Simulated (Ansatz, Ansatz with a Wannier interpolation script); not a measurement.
# From a coarse GW mesh to bands everywhere: Al2O3 (Corundum)

Aim: the G0W0 bands of Al2O3 (Corundum) along the symmetry lines, with the gap off the mesh.

Main program and level: Ansatz 0.2.0; PBE, Wannier functions and G0W0, plane waves, PAW.

**Experimental background.**

- Gap 8.7 eV: optical band gap of host from absorption; optical absorption, quoted from earlier work; bulk crystal (high-purity reference sample) (quoted in “Multi-petahertz electron interference in Cr:Al2O3 solid-state material”, 2018, pmc:5906618).

Most raw output is cut from this account.

## (1) Set-up

The structure is trigonal, space group R-3c (No. 167). Conventional cell: a = 4.760 Å, b = 4.760 Å, c = 12.996 Å, α = 90.00°, β = 90.00°, γ = 120.00°. Nearest to Al lie 6 O at 1.85 to 1.97 Å. O has 4 Al at 1.85 to 1.97 Å nearest. Farther neighbours and most contacts between anions are not listed.

Structure file:

```cif
data_structure
_symmetry_space_group_name_H-M 'P 1'
_symmetry_Int_Tables_number 1
_cell_length_a 5.1302
_cell_length_b 5.1302
_cell_length_c 5.1302
_cell_angle_alpha 55.287
_cell_angle_beta 55.287
_cell_angle_gamma 55.287
_cell_volume 85.02
loop_
_atom_site_label
_atom_site_type_symbol
_atom_site_fract_x
_atom_site_fract_y
_atom_site_fract_z
_atom_site_occupancy
Al1 Al 0.35216 0.35216 0.35216 1
Al2 Al 0.14784 0.14784 0.14784 1
Al3 Al 0.64784 0.64784 0.64784 1
Al4 Al 0.85216 0.85216 0.85216 1
O5 O 0.55668 0.94332 0.25000 1
O6 O 0.25000 0.55668 0.94332 1
O7 O 0.94332 0.25000 0.55668 1
O8 O 0.44332 0.05668 0.75000 1
O9 O 0.75000 0.44332 0.05668 1
O10 O 0.05668 0.75000 0.44332 1
```

The cell and positions come from the Crystallography Open Database and are kept as given unless a step says otherwise. The default PAW set here is soft_2. Its files were made with PBE.

## (2) PBE bands

The cheap functional maps the bands first; the places of the edges decide which points the dearer methods must see.

This step: DFT, PBE, plane waves, PAW.

Contents of input.yaml:

```yaml
crystal:
  lattice:
    - [2.38025, 1.3742379782, 4.3318666667]
    - [-2.38025, 1.3742379782, 4.3318666667]
    - [0.0, -2.7484759565, 4.3318666667]
  atoms:
    - { symbol: Al, position: [0.35216, 0.35216, 0.35216] }
    - { symbol: Al, position: [0.14784, 0.14784, 0.14784] }
    - { symbol: Al, position: [0.64784, 0.64784, 0.64784] }
    - { symbol: Al, position: [0.85216, 0.85216, 0.85216] }
    - { symbol: O, position: [0.55668, 0.94332, 0.25] }
    - { symbol: O, position: [0.25, 0.55668, 0.94332] }
    - { symbol: O, position: [0.94332, 0.25, 0.55668] }
    - { symbol: O, position: [0.44332, 0.05668, 0.75] }
    - { symbol: O, position: [0.75, 0.44332, 0.05668] }
    - { symbol: O, position: [0.05668, 0.75, 0.44332] }
kpoints:
  mp_grid: { grid: [4, 4, 4] }
  band_path:
    path:
      - [[0.0, 0.0, 0.0], [0.5, 0.5, 0.5], [0.76623952, 0.23376048, 0.5]]
      - [[0.5, -0.23376048, 0.23376048], [0.5, 0.0, 0.0], [0.0, 0.0, 0.0], [0.36688024, -0.36688024, 0.0]]
      - [[0.63311976, 0.0, 0.36688024], [0.5, 0.0, 0.5], [0.0, 0.0, 0.0]]
    npoints: 10
hamiltonian:
  xc: pbe
scf:
  occupations: { method: fermi_dirac, width: 0.02 }
  n_extra_bands: 45
output:
  eigenvalues: true
  fatbands: true
  write_density: true
  write_potential: true
  elf: true
  volumetric_format: npy
```

On the command line:

```sh
$ ansatz run input.yaml --threads 3 --pin off --max-ram 64512MiB --backend cuda --events-out ev --progress --plain --runs-dir out --devices 1 --max-vram 24GiB  # rebuilt from the run's record
```

Run time: 9 s. Hardware: 1 × NVIDIA H100 80GB HBM3 (shared by 3 runs) with 3 threads of AMD EPYC 7R13 (Zen 3), shared host; peak memory 0.93 GiB.

Numbers from this step:

```yaml
filled_bands: 24
gap: 6.217 eV
valence_top_at: Γ
conduction_bottom_at: Γ
least_direct_gap: 6.217 eV
```

The gap is direct, at Γ.

ELF in the ac plane of the conventional cell at fractional y = 0.000, with atoms of Al and O within 0.2 Å of it. It is the smooth field of the valence electrons, not physical close to the nuclei.

Ten even steps from '_' (0.01) to '@' (0.83), each cell a mean:
```
__..--**%%%%##--..__________
__--%%@@##**@@##::______..__
__--%%@@%%%%@@##..__________
____--++****++::..::::::____
____________..--**%%%%%%++..
......______::##@@**##@@##::
......______::##@@##%%@@##::
______....::..::==**####==__
____++##%%%%##--..__....____
__--@@@@####@@##::____..____
__--##@@%%%%@@**..__________
____::==****++::..::..______
__________..::++##%%##++::__
____________==@@%%**%%@@**..
____________==%%@@##@@@@**__
____..::::....==******==..__
__--##%%%%##++::____________
..++@@%%**%%@@++________....
..++@@@@##%%%%==________....
__::**####++--....::....____
______....__::**%%%%%%**::__
____..______++@@%%**@@@@##..
____________==%%%%##@@%%++..
________..::::--****++--..__
```
Columns run along a (4.8 Å), rows up along c (13.0 Å), edges of the conventional cell, whose origin can differ from the input's. Atoms in or near the plane, at fractional coordinates: Al at (0.00, 0.35), Al at (0.00, 0.15), Al at (0.00, 0.65), Al at (0.00, 0.85), O at (0.31, 0.25), O at (0.33, 0.92), O at (0.36, 0.58), O at (0.69, 0.75), O at (0.67, 0.08), O at (0.64, 0.42).

Valence density in the ac plane of the conventional cell at fractional y = 0.000, with atoms of Al and O within 0.2 Å of it. It is the smooth field of the valence electrons, not physical close to the nuclei.

Ten even steps from '0' (0.0 e/Å³) to '9' (6.2 e/Å³), each cell a mean:
```
00001210000000
00038940000000
00026630000000
00000000000000
00000000122100
00000001498310
00000000376300
00000000001000
00011110000000
00138940000000
00026630000000
00000000000000
00000000121000
00000002795100
00000001574100
00000000000000
00012100000000
00269620000000
00157510000000
00001000000000
00000000121000
00000002795100
00000001574100
00000000000000
```
Columns run along a (4.8 Å), rows up along c (13.0 Å), edges of the conventional cell, whose origin can differ from the input's. Atoms in or near the plane, at fractional coordinates: Al at (0.00, 0.35), Al at (0.00, 0.15), Al at (0.00, 0.65), Al at (0.00, 0.85), O at (0.31, 0.25), O at (0.33, 0.92), O at (0.36, 0.58), O at (0.69, 0.75), O at (0.67, 0.08), O at (0.64, 0.42).

## (3) Wannier functions (Al:3s Al:3p O:2p) on 8×8×8

Localised functions give a small Hamiltonian that interpolates between mesh points at no cost.

This step: maximally localised Wannier functions, PBE, plane waves, PAW.

input.yaml, the sections that differ from step 2:

```yaml
kpoints:
  mp_grid: { grid: [4, 4, 4] }
scf:
  occupations: { method: fixed }
  n_extra_bands: 45
output:
  wannier:
    kmesh: [8, 8, 8]
    projections:
      - { species: Al, l: s, shell: 3 }
      - { species: Al, l: p, shell: 3 }
      - { species: O, l: p, shell: 2 }
    minimise: true
    write_hr: true
    seedname: w
    conv_tol: 1.0e-07
    max_iter: 4000
    disentanglement:
      window: [0.7, 25.74]
      frozen_window: [0.7, 16.97]
      conv_tol: 1.0e-08
# crystal, hamiltonian: as in step 2
```

Elapsed: 25 s, on 1 × NVIDIA H100 80GB HBM3 (shared by 3 runs) with 3 threads; peak memory 1.5 GiB.

This step gave:

| Property | Result |
| --- | --- |
| gauge-invariant spread | 41.90 Å² |
| diagonal spread | 0.04580 Å² |
| off-diagonal spread | 4.868 Å² |
| total spread | 46.81 Å² |
| least projectability | 0.001233 |
| localisation steps | 25 |
| disentanglement steps | 631 |
| r.m.s. interpolation error | 2.52e-4 eV |
| r.m.s. error near the gap | 2.94e-4 eV |

Near the gap the model misses directly solved bands by 0.3 meV r.m.s. and by 3 meV at most in the window tested. This tests the starting bands, not the corrections carried with them.

Wannier functions, by row:

```
function   x (Å)   y (Å)  z (Å)  spread (Å²)  nearest atom  distance (Å)
       1  -0.585   0.843  4.646        2.262           Al1         1.028
       2  -0.585  -0.843  1.852        2.262           Al2         1.028
       3   0.585  -0.843   8.35        2.262           Al3         1.028
       4   0.585   0.843  11.14        2.262           Al4         1.028
       5       0       0    5.6        1.893           Al1         1.024
       6   1.023   0.085  4.646        2.262           Al1         1.028
       7  -0.437  -0.928  4.646        2.262           Al1         1.028
       8       0       0  0.897        1.893           Al2         1.024
       9   1.022  -0.085  1.852        2.262           Al2         1.028
      10  -0.437   0.928  1.852        2.262           Al2         1.028
      11       0       0  7.395        1.893           Al3         1.024
      12  -1.022  -0.085   8.35        2.262           Al3         1.028
      13   0.437   0.928   8.35        2.262           Al3         1.028
      14       0       0   12.1        1.893           Al4         1.024
      15  -1.023   0.085  11.14        2.262           Al4         1.028
      16   0.437  -0.928  11.14        2.262           Al4         1.028
      17  -0.928   1.374  7.581         0.62            O5         0.008
      18  -0.968   1.374  7.581        0.726            O5         0.048
      19  -0.901   1.374  7.581         0.67            O5         0.019
      20  -0.726  -1.491  7.581         0.62            O6         0.008
      21   -0.74  -1.467  7.581         0.67            O6         0.019
      22  -0.706  -1.526  7.581        0.726            O6         0.048
      23   1.654   0.117  7.581         0.62            O7         0.008
      24   1.641   0.093  7.581         0.67            O7         0.019
      25   1.674   0.152  7.581        0.726            O7         0.048
      26   0.928  -1.374  5.415         0.62            O8         0.008
      27   0.968  -1.374  5.415        0.726            O8         0.048
      28   0.901  -1.374  5.415         0.67            O8         0.019
      29   0.726   1.491  5.415         0.62            O9         0.008
      30    0.74   1.467  5.415         0.67            O9         0.019
      31   0.706   1.526  5.415        0.726            O9         0.048
      32  -1.654  -0.117  5.415         0.62           O10         0.008
      33  -1.641  -0.093  5.415         0.67           O10         0.019
      34  -1.674  -0.152  5.415        0.726           O10         0.048
```

Frozen up to 9.22 eV; above it the model need not follow the bands. The electronic bands at the labelled points (eV, zero at the valence-band top):

```
     point  band 21  band 22  band 23  band 24  band 25  band 26  band 27  band 28
         Γ    -0.50    -0.04    -0.04     0.00     6.22     9.16    10.76    11.54
   halfway    -0.51    -0.51    -0.11    -0.11     7.20     9.21    10.61    11.83
         T    -0.38    -0.38    -0.38    -0.38     8.68     8.68    11.27    11.27
   halfway    -0.85    -0.85    -0.54    -0.54     9.38     9.38    10.87    10.87
        H2    -0.85    -0.85    -0.51    -0.51     9.73     9.73    10.16    10.16
jump to H0    -0.85    -0.85    -0.51    -0.51     9.73     9.73    10.16    10.16
   halfway    -0.84    -0.84    -0.32    -0.32     9.38     9.38     9.87     9.87
         L    -0.91    -0.91    -0.27    -0.27     9.48     9.48     9.66     9.66
   halfway    -0.76    -0.45    -0.15    -0.11     7.47    10.07    10.35    10.84
         Γ    -0.50    -0.04    -0.04     0.00     6.22     9.16    10.76    11.54
   halfway    -0.85    -0.53    -0.17    -0.09     7.89     9.78    10.35    10.69
        S0    -0.89    -0.84    -0.56    -0.29     9.53     9.55     9.82    10.62
jump to S2    -0.89    -0.84    -0.56    -0.29     9.53     9.55     9.82    10.62
   halfway    -0.96    -0.84    -0.74    -0.27     9.64     9.80     9.98    10.38
         F    -1.03    -0.92    -0.74    -0.26     9.77     9.79     9.94    10.54
   halfway    -0.97    -0.60    -0.26    -0.17     7.73    10.14    10.30    10.91
         Γ    -0.50    -0.04    -0.04     0.00     6.22     9.16    10.76    11.54
```

The same for Kohn-Sham, solved directly:

```
point  band 21  band 22  band 23  band 24  band 25  band 26  band 27  band 28
    Γ    -0.50    -0.04    -0.04     0.00     6.22     9.16    10.76    11.54
    T    -0.38    -0.38    -0.38    -0.38     8.68     8.68    11.11    11.11
   H2    -0.85    -0.85    -0.51    -0.51     9.71     9.71    10.13    10.13
   H0    -0.85    -0.85    -0.51    -0.51     9.71     9.71    10.13    10.13
    L    -0.91    -0.91    -0.27    -0.27     9.47     9.47     9.65     9.65
    Γ    -0.50    -0.04    -0.04     0.00     6.22     9.16    10.76    11.54
   S0    -0.89    -0.84    -0.56    -0.29     9.51     9.55     9.76    10.23
   S2    -0.89    -0.84    -0.56    -0.29     9.51     9.55     9.76    10.23
    F    -1.03    -0.92    -0.74    -0.26     9.64     9.73     9.94    10.41
    Γ    -0.50    -0.04    -0.04     0.00     6.22     9.16    10.76    11.54
```

## (4) G0W0 at every point of the mesh: 4×4×4 mesh, 354 empty bands, screening to 150 eV

Now the one-shot GW correction: screening in the RPA, then the self-energy of the levels asked for.

This step: G0W0 on PBE, plane waves, PAW.

input.yaml, the sections that differ from step 3:

```yaml
scf:
  occupations: { method: fixed }
gw:
  n_empty_bands: 354
  ecut_chi: 150.0
  qp_bands: [v18, c2]
  screening: { model: contour_deformation }
# crystal, kpoints, hamiltonian: as in step 3
# output: removed
```

Elapsed: 18 s, on 1 × NVIDIA H100 80GB HBM3 (shared by 3 runs) with 3 threads; peak memory 1.4 GiB.

Numbers from this step:

| Property | Result |
| --- | --- |
| bands summed | 378 |
| RPA ε∞ on this mesh (eigenvalues) | 3.063, 3.091, 3.091 |
| plane waves in the screening matrix | 339 |
| q-points in the mesh | 64 |
| G0W0 gap on the mesh | 8.912 eV |
| k of the valence top | 0, 0, 0 |
| k of the conduction bottom | 0, 0, 0 |
| starting gap on the mesh | 6.217 eV |
| Z at the valence top | 0.8077 |
| Z at the conduction bottom | 0.8504 |
| least direct G0W0 gap on the computed points | 8.912 eV |

The gap on the mesh goes from 6.22 eV to 8.91 eV, a correction of +2.69 eV. Between the two edge states, bare exchange in place of the xc potential would open the gap by 10.78 eV, and correlation takes back 8.08 eV.

## (5) Interpolating the corrections

A script adds the corrections, carried to the Wannier functions and back, to the PBE levels, along the path and on a 13×13×13 mesh.

* G0W0 gap over the zone: 8.912 eV
* valence top at: Γ
* conduction bottom at: Γ
* starting gap over the zone: 6.217 eV
* least direct G0W0 gap: 8.912 eV
* G0W0 gap on the mesh: 8.912 eV
* valence width, start: 6.898 eV
* valence width, G0W0: 7.524 eV
* gap by a rigid shift: 8.912 eV

Levels solved directly plus the interpolated quasiparticle correction. Limits: finite bands, cutoff and mesh. The quasiparticle bands at the labelled points (eV, zero at the valence-band top of each set):

```
     point  band 21  band 22  band 23  band 24  band 25
         Γ    -0.64    -0.06    -0.06     0.00     8.91
   halfway    -0.64    -0.64    -0.15    -0.15     9.96
         T    -0.47    -0.47    -0.47    -0.47    11.49
   halfway    -1.03    -1.03    -0.66    -0.66    12.28
        H2    -1.01    -1.01    -0.65    -0.65    12.59
jump to H0    -1.01    -1.01    -0.65    -0.65    12.59
   halfway    -1.01    -1.01    -0.42    -0.42    12.26
         L    -1.12    -1.12    -0.37    -0.37    12.33
   halfway    -0.93    -0.56    -0.21    -0.15    10.29
         Γ    -0.64    -0.06    -0.06     0.00     8.91
   halfway    -1.00    -0.66    -0.24    -0.14    10.75
        S0    -1.07    -1.00    -0.71    -0.39    12.39
jump to S2    -1.07    -1.00    -0.71    -0.39    12.39
   halfway    -1.13    -1.04    -0.89    -0.37    12.48
         F    -1.25    -1.08    -0.87    -0.35    12.52
   halfway    -1.11    -0.75    -0.33    -0.22    10.57
         Γ    -0.64    -0.06    -0.06     0.00     8.91
```

The same for PBE:

```
point  band 21  band 22  band 23  band 24  band 25
    Γ    -0.50    -0.04    -0.04     0.00     6.22
    T    -0.38    -0.38    -0.38    -0.38     8.68
   H2    -0.85    -0.85    -0.51    -0.51     9.71
   H0    -0.85    -0.85    -0.51    -0.51     9.71
    L    -0.91    -0.91    -0.27    -0.27     9.47
    Γ    -0.50    -0.04    -0.04     0.00     6.22
   S0    -0.89    -0.84    -0.56    -0.29     9.51
   S2    -0.89    -0.84    -0.56    -0.29     9.51
    F    -1.03    -0.92    -0.74    -0.26     9.64
    Γ    -0.50    -0.04    -0.04     0.00     6.22
```

The density of states has structure finer than the step of the table below, so its rows give means over 0.5 eV, whole bins alone (the curve runs from -9 to 11.9 eV). Peaks (eV: height): G0W0 -6.60: 5.14, -5.60: 4.57, -4.50: 5.37, -2.60: 6.84, -1.50: 9.84; PBE -6.00: 5.39, -5.00: 4.78, -4.00: 5.75, -1.30: 10.5, -0.40: 8.82, 10.10: 4.59.

Wannier model on a dense mesh, Gaussian width 0.15 eV. Limits: finite bands, cutoff and mesh. The density of states by energy, zero at the valence-band top of each set; means over each step; values in states/eV/cell:

```
energy (eV)     G0W0      PBE
       -8.0   4.9e-4        0
       -7.5    0.278   1.7e-5
       -7.0     2.56    0.111
       -6.5     4.96     1.83
       -6.0     3.55     5.04
       -5.5     4.11     4.01
       -5.0     3.45     4.17
       -4.5     4.74     3.62
       -4.0     3.25     5.08
       -3.5     3.50     3.61
       -3.0     4.34     3.84
       -2.5     6.09     5.76
       -2.0     6.58     6.78
       -1.5     8.52     8.91
       -1.0     7.38     8.07
       -0.5     7.10     8.58
        0.0     1.59     2.56
        0.5  0.00157  0.00347
        1.0        0        0
        1.5        0        0
        2.0        0        0
        2.5        0        0
        3.0        0        0
        3.5        0        0
        4.0        0        0
        4.5        0        0
        5.0        0        0
        5.5        0        0
        6.0        0  0.00538
        6.5        0   0.0828
        7.0        0    0.180
        7.5        0    0.292
        8.0        0    0.439
        8.5   2.8e-4    0.660
        9.0   0.0367     1.19
        9.5    0.120     3.35
       10.0    0.203     4.37
       10.5    0.310     4.31
       11.0    0.463     3.95
       11.5    0.717     3.81
```

Corrections by starting level (eV, on the run's own energy scale, so only their differences matter):

```
start  correction
-6.90       −2.00
-5.90       −1.94
-5.29       −1.96
-4.56       −1.90
-4.09       −1.84
-3.49       −1.84
-2.58       −1.73
-2.26       −1.77
-2.00       −1.67
-1.53       −1.61
-1.24       −1.61
-0.91       −1.58
-0.51       −1.48
-0.30       −1.46
-0.04       −1.39
 7.47       +1.44
 8.68       +1.44
 9.83       +1.52
```

## (6) Outcome

```json
{
 "PBE gap": "6.22 eV",
 "G0W0 gap over the zone": "8.91 eV, direct",
 "least direct G0W0 gap, in the model": "8.91 eV",
 "GW settings": "4×4×4 mesh, 354 empty bands, screening to 150 eV",
 "known limits": "not at the basis limit"
}
```

**Reading.** The Wannier model follows the PBE bands to under 1 meV r.m.s. near the gap. The G0W0 gap over the zone is 8.91 eV, direct, from Γ to Γ; on the mesh alone it is 8.91 eV, nearly the same. The valence width in the model goes from 6.90 eV to 7.52 eV. Against experiment, by G0W0@PBE: the gap of 8.91 eV lies +0.21 eV from the measured 8.7 eV (optical, quoted 2018). An exciton line or allowed optical edge lies below the quasiparticle gap by the binding energy; a forbidden edge can push the onset above it. The calculation has static nuclei and no excitons; a measured gap holds zero-point and thermal motion, which mostly lowers it. Bands and cutoff are finite, so the gap is not at the basis limit. The miss can reach some tenths of an eV and take either sign; the mesh is an error of its own. Above the frozen window of the model the interpolated levels need not meet the computed ones, even at points of the mesh.

[Paths, hosts, dates, memory and timing lines, banners, echoed tables and standing remarks are left out of the program output.]

[Logs are printed without paths, hosts, clocks, repeated set-up lines and the standing remarks that a program may print on its own settings, such as how far it seeks lower states.]

[Runs of the session that timed out or met a known fault of the program may be left out.]

[Hosts, paths, dates, database ids (printed as entryN), source tags and the programs' standing remarks are cut or masked in the printed files.]
